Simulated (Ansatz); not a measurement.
## Barriers and T(E) in Si/CeO2/NiSi2

Aim: where the metal's Fermi level sits in the semiconductor's gap in Si/CeO2/NiSi2, and what the stack passes. The semiconductor is Si diamond(111), undoped, with its far face capped by hydrogen, and the metal is NiSi2 fluorite(111), with CeO2 fluorite(111) between them (whole trilayers). After relaxation the nearest pair at the metal is Si–O at 1.70 Å, along the normal. The common net has a side of 3.861 Å, which strains the semiconductor by -0.2 %, the layer between by +0.0 % and the metal by +0.6 %, against typed lattice constants near PBE's. The first steps treat the bulk crystals alone.

Program: Ansatz 0.2.0. Level of theory: PBE DFT, plane waves, PAW files, in the first sound run; inputs show where later runs differ. Results are calculated unless marked as measured.

This is a report of a sequence of runs, with most program output left out.

## Step 1: The starting structure

It takes space group R-3m (No. 166, trigonal). The conventional cell has a = 3.861 Å, b = 3.861 Å, c = 9.486 Å, α = 90.00°, β = 90.00°, γ = 120.00°. Nearest to Si lie 4 Si at 2.37 Å.

## Step 2: Layer spacing of the electrode, 6 atoms, electrode Si diamond(111)

The electrode is held to the junction's net and relaxed along the normal; its spacing is used for the ideal lead layers.

The input, input.yaml:

```yaml
crystal:
  lattice:
    - [3.861, 0.0, 0.0]
    - [-1.9305, 3.343724084, 0.0]
    - [0.0, 0.0, 9.4861045318]
  atoms:
    - { symbol: Si, position: [0.0, 0.0, 0.0] }
    - { symbol: Si, position: [0.0, 0.0, 0.25] }
    - { symbol: Si, position: [0.3333333333, 0.6666666667, 0.3333333333] }
    - { symbol: Si, position: [0.3333333333, 0.6666666667, 0.5833333333] }
    - { symbol: Si, position: [0.6666666667, 0.3333333333, 0.6666666667] }
    - { symbol: Si, position: [0.6666666667, 0.3333333333, 0.9166666667] }
kpoints:
  mp_grid: { grid: [12, 12, 3] }
scf:
  occupations: { method: fermi_dirac, width: 0.1 }
  max_iter: 150
hamiltonian:
  xc: pbe
relax:
  f_tol: 0.01
  max_steps: 40
  cell: { fix: [a, b, angles] }
```

On the command line:

```console
$ ansatz run input.yaml --threads 8 --pin off --max-ram 24576MiB --backend cpu --events-out ev --progress --plain --runs-dir out
```

Elapsed: 3.2 s, on 8 threads of Arm Neoverse V1, shared host; peak memory 0.53 GiB; 23 s of CPU time.

Little changed from the start: no atom moved by 0.005 Å and no cell edge by 0.1 %.

Numbers from this step:

```
free energy  : -3814.8606 eV
Fermi energy : 6.350 eV
pressure     : 0.2632 GPa
```

## Step 3: Layer spacing of the electrode, 9 atoms, electrode NiSi2 fluorite(111)

System of this step: Si2Ni (NiSi2). It takes space group R-3m (No. 166, trigonal). The conventional cell has a = 3.861 Å, b = 3.861 Å, c = 9.368 Å, α = 90.00°, β = 90.00°, γ = 120.00°. Nearest to Si lie 4 Ni at 2.34 to 2.36 Å. Nearest to Ni lie 8 Si at 2.34 to 2.36 Å. Farther neighbours are not listed.

input.yaml, the sections that differ from step 2:

```yaml
crystal:
  lattice:
    - [3.861, 0.0, 0.0]
    - [-1.9305, 3.343724084, 0.0]
    - [0.0, 0.0, 9.3683250768]
  atoms:
    - { symbol: Si, position: [0.0, 0.0, 0.0] }
    - { symbol: Ni, position: [0.3333333333, 0.6666666667, 0.0833333333] }
    - { symbol: Si, position: [0.6666666667, 0.3333333333, 0.1666666667] }
    - { symbol: Si, position: [0.3333333333, 0.6666666667, 0.3333333333] }
    - { symbol: Ni, position: [0.6666666667, 0.3333333333, 0.4166666667] }
    - { symbol: Si, position: [0.0, 0.0, 0.5] }
    - { symbol: Si, position: [0.6666666667, 0.3333333333, 0.6666666667] }
    - { symbol: Ni, position: [0.0, 0.0, 0.75] }
    - { symbol: Si, position: [0.3333333333, 0.6666666667, 0.8333333333] }
# kpoints, scf, hamiltonian, relax: as in step 2
```

Elapsed: 9.6 s, on 8 threads; peak memory 0.75 GiB.

This run has no spin polarisation, although Ni can carry a moment.

The steps of the relaxation:

| step | energy less that of the first step (eV) | largest force component (eV/Å) | pressure (GPa) | volume (Å³) |
| --- | --- | --- | --- | --- |
| 1 | 0.0000 | 0.0416 | 0.13 | 120.95 |
| 2 | -0.0058 | 0.0252 | -0.54 | 121.51 |
| 3 | -0.0075 | 0.0053 | -1.13 | 122.02 |
| 4* | -0.0078 | 0.0053 | -1.13 | 122.02 |

Relaxation steps marked * repeat the geometry before them on a plane-wave basis chosen anew for their cell, so energy and pressure can jump there.

The run keeps the 36 symmetry operations that it works with, so distortions that break them were not tested.

| cell as run | before | after | change |
| --- | --- | --- | --- |
| a (Å) | 3.861 | 3.861 | -0.0 % |
| b (Å) | 3.861 | 3.861 | -0.0 % |
| c (Å) | 9.368 | 9.451 | +0.9 % |
| volume (Å³/atom) | 13.44 | 13.56 | +0.9 % |

The relaxed structure:

```cif
data_structure
_symmetry_space_group_name_H-M 'P 1'
_symmetry_Int_Tables_number 1
_cell_length_a 3.8610
_cell_length_b 3.8610
_cell_length_c 9.4515
_cell_angle_alpha 90.000
_cell_angle_beta 90.000
_cell_angle_gamma 120.000
_cell_volume 122.02
loop_
_atom_site_label
_atom_site_type_symbol
_atom_site_fract_x
_atom_site_fract_y
_atom_site_fract_z
_atom_site_occupancy
Si1 Si 0.00000 0.00000 0.99961 1
Ni2 Ni 0.33333 0.66667 0.08333 1
Si3 Si 0.66667 0.33333 0.16705 1
Si4 Si 0.33333 0.66667 0.33295 1
Ni5 Ni 0.66667 0.33333 0.41667 1
Si6 Si 0.00000 0.00000 0.50039 1
Si7 Si 0.66667 0.33333 0.66628 1
Ni8 Ni 0.00000 0.00000 0.75000 1
Si9 Si 0.33333 0.66667 0.83372 1
```

Numbers from this step:

```yaml
free_energy: -21337.2421 eV
fermi_energy: 12.72 eV
pressure: -1.129 GPa
```

The relaxation ends with a largest force component of 0.0053 eV/Å.

## Step 4: Relaxation

System of this step: Si/CeO2/NiSi2. The cell holds 21 atoms: 9 Si, 6 O, 3 Ce, 2 Ni and 1 H. Cell: a = 3.861 Å, b = 3.861 Å, c = 38.539 Å, α = 90.0°, β = 90.0°, γ = 120.0°. Vacuum lies along c.

The bonds at the contact set its dipole, and with it the barrier heights, so the interface is relaxed first in a short slab. The dipole correction removes the field between the unlike outer faces.

The input, input.yaml:

```yaml
crystal:
  lattice:
    - [3.861, 0.0, 0.0]
    - [-1.9305, 3.343724084, 0.0]
    - [0.0, 0.0, 38.5385969042]
  atoms:
    - { symbol: Si, position: [0.0, 0.0, 0.2075841012] }
    - { symbol: Si, position: [0.33333333, 0.66666667, 0.2280962312] }
    - { symbol: Si, position: [0.33333333, 0.66666667, 0.2896326213] }
    - { symbol: Si, position: [0.66666667, 0.33333333, 0.3101447514] }
    - { symbol: Si, position: [0.66666667, 0.33333333, 0.3716811415] }
    - { symbol: Si, position: [0.0, 0.0, 0.3921932715] }
    - { symbol: O, position: [0.0, 0.0, 0.4394186545] }
    - { symbol: Ce, position: [0.33333333, 0.66666667, 0.4598671149] }
    - { symbol: O, position: [0.66666667, 0.33333333, 0.4803155753] }
    - { symbol: O, position: [0.33333333, 0.66666667, 0.5212124961] }
    - { symbol: Ce, position: [0.66666667, 0.33333333, 0.5416609565] }
    - { symbol: O, position: [0.0, 0.0, 0.5621094169] }
    - { symbol: O, position: [0.66666667, 0.33333333, 0.6030063377] }
    - { symbol: Ce, position: [0.0, 0.0, 0.623454798] }
    - { symbol: O, position: [0.33333333, 0.66666667, 0.6439032584] }
    - { symbol: Si, position: [0.33333333, 0.66666667, 0.6911286415] }
    - { symbol: Ni, position: [0.66666667, 0.33333333, 0.7113860929] }
    - { symbol: Si, position: [0.0, 0.0, 0.7316435444] }
    - { symbol: Si, position: [0.66666667, 0.33333333, 0.7721584473] }
    - { symbol: Ni, position: [0.0, 0.0, 0.7924158988] }
    - { symbol: H, position: [0.0, 0.0, 0.1686620822] }
kpoints:
  mp_grid: { grid: [8, 8, 1] }
scf:
  occupations: { method: fermi_dirac, width: 0.1 }
  max_iter: 150
hamiltonian:
  xc: pbe
efield:
  axis: 3
  dipole_correction: true
relax:
  f_tol: 0.04
  max_steps: 60
output:
  forces: true
```

Run time: 66 s. Hardware: 8 threads; peak memory 2.2 GiB; 8.4 min of CPU time.

This run has no spin polarisation although its electron count is odd.

Relaxation path:

| step | energy less that of the first step (eV) | largest force component (eV/Å) |
| --- | --- | --- |
| 1 | 0.0000 | 3.1178 |
| 2 | -0.7168 | 1.6807 |
| 3 | -1.0112 | 0.6271 |
| 4 | -1.0603 | 0.4606 |
| 5 | -1.0910 | 0.1312 |
| 6 | -1.0949 | 0.1449 |
| 7 | -1.0965 | 0.0487 |
| 8 | -1.0967 | 0.0068 |

The run keeps the 6 symmetry operations that it works with, so distortions that break them were not tested.

The atoms that moved most (Å):

| atom | dx | dy | dz | length |
| --- | --- | --- | --- | --- |
| O15 | 0.000 | 0.000 | 0.412 | 0.412 |
| O7 | 0.000 | 0.000 | -0.406 | 0.406 |
| Ni17 | 0.000 | 0.000 | 0.351 | 0.351 |
| Si19 | 0.000 | 0.000 | 0.346 | 0.346 |
| Si16 | 0.000 | 0.000 | 0.296 | 0.296 |
| Si5 | 0.000 | 0.000 | -0.279 | 0.279 |
| Si4 | 0.000 | 0.000 | -0.273 | 0.273 |
| Si6 | 0.000 | 0.000 | -0.273 | 0.273 |

Numbers from this step:

```
free energy  : -40565.9719 eV
Fermi energy : 5.215 eV
```

The largest force component on a free atom ends at 0.0068 eV/Å. At one or more of this run's solves the program warned of density in the dipole ramp over its bound, where dipole, forces and levels can be off.

## Step 5: T(E) from the semiconductor into the metal, atomic planes in the barrier 6, gap between the electrodes 8.74 Å

This step: PBE DFT, plane waves, PAW files; ballistic transmission by layer matching between semi-infinite leads (Ansatz 0.2.0).

System of this step: Si/CeO2/NiSi2. The cell holds 53 atoms: 37 Si, 4 O, 2 Ce, 9 Ni and 1 H. Cell: a = 3.861 Å, b = 3.861 Å, c = 93.346 Å, α = 90.0°, β = 90.0°, γ = 120.0°. Regions: left electrode, 20 atoms (20 Si); barrier, 6 atoms (4 O and 2 Ce); right electrode, 26 atoms (17 Si and 9 Ni). Vacuum lies along c.

The semiconductor is one lead and the metal the other. The lead's open channels mark its band edges against the Fermi level.

The input, input.yaml:

```yaml
crystal:
  lattice:
    - [3.861, 0.0, 0.0]
    - [-1.9305, 3.343724084, 0.0]
    - [0.0, 0.0, 93.3463201507]
  atoms:
    - { symbol: Si, position: [0.66666667, 0.33333333, 0.1660483239] }
    - { symbol: Si, position: [0.0, 0.0, 0.1745333931] }
    - { symbol: Si, position: [0.0, 0.0, 0.1999036906] }
    - { symbol: Si, position: [0.33333333, 0.66666667, 0.2083887598] }
    - { symbol: Si, position: [0.33333333, 0.66666667, 0.2337590572] }
    - { symbol: Si, position: [0.66666667, 0.33333333, 0.2422441265] }
    - { symbol: Si, position: [0.66666667, 0.33333333, 0.2676144239] }
    - { symbol: Si, position: [0.0, 0.0, 0.2760994932] }
[... 41 atom lines left out ...]
    - { symbol: Si, position: [0.0, 0.0, 0.8247469913] }
    - { symbol: Si, position: [0.66666667, 0.33333333, 0.8415441185] }
    - { symbol: Ni, position: [0.0, 0.0, 0.8500208688] }
    - { symbol: H, position: [0.66666667, 0.33333333, 0.1499791312] }
kpoints:
  mp_grid: { grid: [8, 8, 1] }
scf:
  occupations: { method: fermi_dirac, width: 0.1 }
  max_iter: 150
hamiltonian:
  xc: pbe
efield:
  axis: 3
  dipole_correction: true
output:
  transmission:
    kmesh: [12, 12]
    e_range: [-2.5, 2.5]
    de: 0.05
    leads: [[8, 10], [38, 41]]
  dos: { projected: true, e_range: [-6, 5], de: 0.05 }
  write_potential: true
  write_density: true
  volumetric_format: npy
  elf: true
```

It took 4.2 min on 8 threads; peak memory 10 GiB; 31 min of CPU time.

Numbers from this step:

| Quantity | Value |
| --- | --- |
| free energy | -91537.8002 eV |
| Fermi energy | 5.652 eV |
| level to which the leads are filled | 0 eV from the Fermi level |
| transmission at the Fermi level (a spin, zone mean) | 0 |
| channels of the lower lead | 0 |
| channels of the upper lead | 1.076 |
| potential step in the lower lead | 32.1 meV |
| potential step in the upper lead | 5.6 meV |
| work function, upper face | 4.077 eV |
| work function, lower face | 4.228 eV |
| dipole moment | 0.01072 e·Å |
| dipole field | 0.001610 V/Å |

One spin. Transmission, zone mean against energy, zero at the Fermi level:

| energy (eV) | transmission, zone mean |
| --- | --- |
| -2.400 | 0.00132 |
| -2.200 | 8.8e-4 |
| -2.000 | 6.4e-4 |
| -1.800 | 4.9e-4 |
| -1.600 | 3.5e-4 |
| -1.400 | 2.0e-4 |
| -1.200 | 1.5e-4 |
| -1.000 | 6.6e-5 |
| -0.800 | 3.7e-5 |
| -0.600 | 1.3e-5 |
| -0.400 | 0 |
| -0.200 | 0 |
| 0.000 | 0 |
| 0.200 | 0.00307 |
| 0.400 | 0.0132 |
| 0.450 | 0.0989 |
| 0.600 | 0.138 |
| 0.750 | 0.140 |
| 0.800 | 0.0430 |
| 1.000 | 0.00585 |
| 1.200 | 0.00540 |
| 1.400 | 0.00750 |
| 1.600 | 0.0123 |
| 1.800 | 0.0635 |
| 2.000 | 0.0341 |
| 2.150 | 0.222 |
| 2.200 | 0.123 |
| 2.400 | 0.229 |

One spin. Table of open channels, zone mean by energy, zero at the Fermi level:

| energy (eV) | lower lead | upper lead |
| --- | --- | --- |
| -2.400 | 1.63 | 1.76 |
| -2.200 | 1.59 | 1.76 |
| -2.000 | 1.47 | 1.80 |
| -1.800 | 1.34 | 1.84 |
| -1.600 | 1.02 | 1.63 |
| -1.400 | 0.729 | 1.51 |
| -1.200 | 0.562 | 1.40 |
| -1.000 | 0.312 | 1.02 |
| -0.800 | 0.188 | 1.02 |
| -0.600 | 0.146 | 0.854 |
| -0.400 | 0 | 0.764 |
| -0.200 | 0 | 0.993 |
| 0.000 | 0 | 1.08 |
| 0.200 | 0.0417 | 1.16 |
| 0.400 | 0.208 | 1.41 |
| 0.600 | 0.333 | 1.59 |
| 0.800 | 0.667 | 1.72 |
| 1.000 | 0.833 | 2.01 |
| 1.200 | 1.07 | 1.92 |
| 1.400 | 1.40 | 1.55 |
| 1.600 | 1.99 | 0.944 |
| 1.800 | 2.15 | 0.604 |
| 2.000 | 2.28 | 1.28 |
| 2.200 | 1.99 | 2.74 |
| 2.400 | 1.78 | 2.93 |

Projected DOS an atom over height of the atomic layer and energy from the Fermi level. Layers: H Si Si Si Si Si Si Si Si Si Si Si Si Si Si Si Si Si Si Si Si O Ce O O Ce O Si Ni Si Si Ni Si Si Ni Si Si Ni Si Si Ni Si Si Ni Si Si Ni Si Si Ni Si Si Ni; projections on atoms miss part of the total, and the computed bands can run out at the top of the range; a column is the mean of 4 neighbouring layers, the last of those left over.

Values in states/eV, 22 rows by 14 columns, each cell a mean:
```
0.48 0.54 0.55 0.52 0.57 0.45 0.46 0.43 0.49 0.52 0.45 0.41 0.32 0.23
0.51 0.66 0.60 0.58 0.56 0.37 0.27 0.25 0.31 0.37 0.38 0.44 0.50 0.59
0.36 0.60 0.64 0.70 0.58 0.29 0.20 0.33 0.30 0.25 0.23 0.31 0.45 0.55
0.18 0.30 0.30 0.34 0.44 0.31 0.20 0.32 0.43 0.39 0.32 0.37 0.48 0.49
0.08 0.18 0.19 0.22 0.27 1.82 2.00 0.32 0.47 0.50 0.46 0.47 0.43 0.39
0.03 0.11 0.14 0.16 0.18 5.73 5.59 0.22 0.30 0.33 0.33 0.34 0.41 0.55
0.00 0.00 0.00 0.01 0.06 1.40 1.32 0.16 0.25 0.28 0.31 0.28 0.27 0.54
0.01 0.01 0.01 0.00 0.00 0.05 0.17 0.21 0.20 0.18 0.18 0.16 0.22 0.74
0.07 0.10 0.10 0.07 0.04 0.01 0.24 0.42 0.23 0.18 0.18 0.18 0.27 1.41
0.14 0.21 0.21 0.17 0.12 0.04 0.10 0.30 0.28 0.27 0.29 0.31 0.32 2.45
0.30 0.44 0.39 0.35 0.26 0.07 0.12 0.55 0.40 0.39 0.40 0.40 0.31 6.26
0.46 0.64 0.63 0.61 0.55 0.14 0.11 0.80 0.59 0.60 0.74 0.54 0.53 5.66
0.56 0.68 0.66 0.65 0.69 0.17 0.10 1.00 0.61 0.63 0.92 0.63 0.63 2.52
0.60 0.65 0.70 0.66 0.77 0.22 0.11 2.24 0.76 0.75 1.26 0.80 1.10 1.92
0.56 0.77 0.78 0.80 0.75 0.21 0.14 2.91 1.51 1.41 2.63 1.39 1.33 0.75
0.53 0.58 0.54 0.57 0.63 0.25 0.20 1.24 1.15 1.21 2.17 1.17 1.33 0.54
0.41 0.61 0.64 0.66 0.61 0.45 0.56 0.81 0.65 0.68 1.02 0.74 1.03 0.49
0.52 0.45 0.46 0.48 0.46 0.65 0.98 1.01 0.73 0.66 0.91 0.67 0.78 0.34
0.42 0.33 0.36 0.41 0.36 1.28 1.10 1.15 1.11 1.11 1.40 1.04 0.93 0.16
0.09 0.14 0.13 0.15 0.23 0.92 1.02 0.67 0.73 0.78 0.93 0.82 0.59 0.10
0.10 0.15 0.15 0.13 0.22 1.17 1.09 0.40 0.46 0.49 0.52 0.49 0.38 0.08
0.14 0.20 0.17 0.18 0.30 1.40 1.08 0.31 0.27 0.27 0.25 0.25 0.23 0.05
```
Columns: height of the atomic layer (Å) from 16.1 to 79.3 (not evenly spaced); rows upwards: energy from the Fermi level (eV) from -6 to 2.55.

Valence density in the ca plane at fractional y = 0.333, with atoms of Si and O and Ce and Ni and H within 0.2 Å of it. It is the smooth field of the valence electrons, not physical close to the nuclei.

Ten steps, logarithmic in the rise over the least value, from '0' (-1.9 e/Å³) to '9' (5.9 e/Å³), each cell a mean:
```
77777777777777777777777777777777777777777777
77777777777777777777777778877788887777777777
77777777777777777777777789987787588777777777
77777777777777777777777789987787088777777777
77777777777777777777777778877788887777777777
77777777777777777777777777777777777777777777
77777777777777777777777777777777777777777777
77777777777777777777777777777777777777777777
77777777777777777777777777777777777777777777
77777777777777777777777777777777777777777777
```
Columns run along c (16.0 Å, from fractional 0.42 to 0.59 of the cell), rows up along a (3.9 Å). Atoms in or near the plane, at fractional coordinates: Si at (0.45, 0.67), Si at (0.47, 0.67), O at (0.52, 0.67), Ce at (0.54, 0.67), Si at (0.59, 0.67).

Electrostatic potential energy in the ca plane at fractional y = 0.333, with atoms of Si and O and Ce and Ni and H within 0.2 Å of it. With pseudopotentials it is smooth inside the atoms' cores, unlike the true potential.

Values in eV, 6 rows by 16 columns, each cell a mean:
```
  8   5  -9   1  -3  -6   6   7   4   0   2 -21  -9   6   7  -3
  8   1 -44 -16 -28 -35   5   8   2 -35  -7 -47 -30   5   6 -28
  8   3 -37 -12 -22 -28   6   8   3 -24  -4 -43 -25   5   7 -22
  8   6  -1   4   2   1   6   7   3   3   4 -10  -3   7   6   2
  6   4   4   8   7   3   4   6  -4  -1   6   5   6   7   3   3
  7   4   5   7   7   4   5   6  -2   0   6   4   5   7   4   4
```
Columns run along c (16.0 Å, from fractional 0.42 to 0.59 of the cell; values clipped at the 3rd and 97th percentile), rows up along a (3.9 Å). Atoms in or near the plane, at fractional coordinates: Si at (0.45, 0.67), Si at (0.47, 0.67), O at (0.52, 0.67), Ce at (0.54, 0.67), Si at (0.59, 0.67).

ELF in the ca plane at fractional y = 0.333, with atoms of Si and O and Ce and Ni and H within 0.2 Å of it. It is the smooth field of the valence electrons, not physical close to the nuclei.

Ten even steps from '0' (0.02) to '9' (0.94), each cell a mean:
```
56531113789765556788730000002342003665200024
11100003677557885567740000147886138989720012
00000003543349995334531000378668368438950001
00000002543349995334531000378568368417950001
11100003676458985467640000158887248889720002
45431013788765666788730000013453014776200024
88863224688742224788631111012110011110011135
99975334566520002466521331145410133100232147
99975334466420002466422331145410143200342147
89863224678642124688631221112100011100121136
```
Columns run along c (16.0 Å, from fractional 0.40 to 0.57 of the cell), rows up along a (3.9 Å). Atoms in or near the plane, at fractional coordinates: Si at (0.45, 0.67), Si at (0.47, 0.67), O at (0.52, 0.67), Ce at (0.54, 0.67).

The semiconductor's channels close between -0.45 and +0.20 eV. In the worse lead the potential repeats within 32 meV, which the program flags as too much for a lead, so the lead is short or a field runs through it.

(Part 1 of 2 ends here.)

[Logs are printed without paths, hosts, clocks, repeated set-up lines and the standing remarks that a program may print on its own settings, such as how far it seeks lower states.]

[Hosts, paths, dates, database ids (printed as entryN), source tags and the programs' standing remarks are cut or masked in the printed files.]
